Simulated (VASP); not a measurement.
Wanted: the native input for a VASP 6.6.1 run.

- Task: single point
- Functional: LDA
- Potentials or basis: VASP PAW LDA potentials, release 64 (As)
- Cutoff: 520 eV
- k mesh: 14 × 14 × 8
- Occupations: fermi-dirac, width 0.1 eV
- Spin: no spin polarisation
- Dipole correction: no
- Further INCAR settings: ALGO = Fast; EDIFF = 1e-06; NBANDS = 12

The structure of As lies in POSCAR:

```
As
1.0
    3.0140613111      0.0000000000      0.0000000000
   -1.5070306555      2.6102536640      0.0000000000
    0.0000000000      0.0000000000      4.5970931335
As
2
Direct
    0.3333333333      0.6666666667      0.2500000000
    0.6666666667      0.3333333333      0.7500000000
```

This isn't the form of As at room conditions, which is rhombohedral.

These files were run (other wordings do the same):

INCAR

```
PREC = Accurate ; ENCUT = 520
EDIFF = 1E-6 ; ISMEAR = -1
SIGMA = 0.1 ; LREAL = F
LASPH = T ; NELM = 80
ALGO = Fast ; ISIF = 2
LWAVE = F ; LCHARG = F
NBANDS = 12
```

KPOINTS

```
Automatic mesh
0
Gamma
  14 14 8
```

Potentials or basis: VASP PAW LDA potentials, release 64 (As).

The run is started by

```console
$ cat potpaw_LDA.64/As/POTCAR > POTCAR
$ mpirun -np 1 vasp_std > vasp.out
```

It gave:

The pressure is 0.5 GPa. The band gap on the k mesh is none (metal or under the smearing width).

Wall time 35 s on 1 thread of Intel(R) Xeon(R) Platinum 8175M CPU @ 2.50GHz (Skylake/Cascade Lake), on a shared host, peak memory 0.16 GiB.
